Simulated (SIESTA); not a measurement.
ZnS (Wurtzite-2H):

```xyz
4
Lattice="3.8110 0.0000 0.0000 -1.9055 3.3004 0.0000 0.0000 0.0000 6.2340" Properties=species:S:1:pos:R:3 pbc="T T T"
Zn    1.9055    1.1001    3.1170
Zn    0.0000    2.2003    0.0000
S     1.9055    1.1001    5.5171
S     0.0000    2.2003    2.4001
```

Base run:

| Quantity | Value |
| --- | --- |
| Program | SIESTA 5.4.2 |
| Functional | LDA |
| Potentials or basis | PseudoDojo 0.4 standard (LDA files) |
| Basis | DZP (energy shift 0.002 Ry) |
| Grid cutoff | 800 Ry |
| Energy shift | 0.002 Ry |
| k mesh | 8 × 8 × 5 |
| Occupations | fermi-dirac, width 0.05 eV |
| Spin | no spin polarisation |

Its results: band gap on the k mesh 2.62 eV, direct; pressure -2.0 GPa; largest force 0.317 eV/Å.

Task: The run is repeated on the same cell with these changes: basis from DZP (energy shift 0.002 Ry) to DZP (energy shift 0.003 Ry; two zetas on semicore shells); energy shift from 0.002 Ry to 0.003 Ry. What comes out?

Result: Band gap on the k mesh 2.37 eV, direct; pressure -3.1 GPa; largest force 0.332 eV/Å.

Caveats: the valence orbitals were made in a potential fitted to the semicore shell under them, which widens gaps by tenths of an eV or more; the basis of atomic orbitals isn't converged, which shifts pressures, moduli and gaps; semicore shells carry a single zeta, which can move pressures by several GPa and volumes by a few percent (some runs); short orbitals over semicore shells can move pressures by several GPa (some runs).

Not every run made on this cell is shown here.
